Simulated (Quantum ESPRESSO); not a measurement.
**WC (Qusongite) in Quantum ESPRESSO: the effect of functional**

Crystal: WC (Qusongite).

```
W C
1.0
     2.90650    0.00000    0.00000
    -1.45325    2.51710    0.00000
     0.00000    0.00000    2.83660
W C
1 1
Direct
  0.00000 0.00000 0.00000
  0.66667 0.33333 0.50000
```

Alike in all runs:

```yaml
Program: Quantum ESPRESSO 7.5
Task: phonons
Cutoff: 762 eV
Density_cutoff: 6095 eV
k_mesh: 10 × 10 × 9
Occupations: cold, width 0.2 eV
Spin: no spin polarisation
```

Each run relaxes the cell or the atoms first.

Problem. One run gave: relaxed volume 10.16 Å³/atom; highest phonon frequency 630 cm⁻¹. Which functional did it use?
A. AM05
B. LDA
C. WC
D. RPBE
E. PBEsol

Solution. B.

```tsv
functional	potentials or basis	relaxed volume (Å³/atom)	highest phonon frequency (cm⁻¹)
LDA	GBRV 1.5 LDA	10.16	630
PBE	GBRV 1.5 PBE	10.55	609
PBEsol	GBRV 1.5 PBEsol	10.31	625
RPBE	GBRV 1.5 PBE	10.63	603
AM05	GBRV 1.5 PBE	10.29	628
WC	GBRV 1.5 PBE	10.39	619
```

Caveats: the mesh is thin for the phonons of a metal; the potentials were made for another functional, which shifts forces and pressure (some runs).
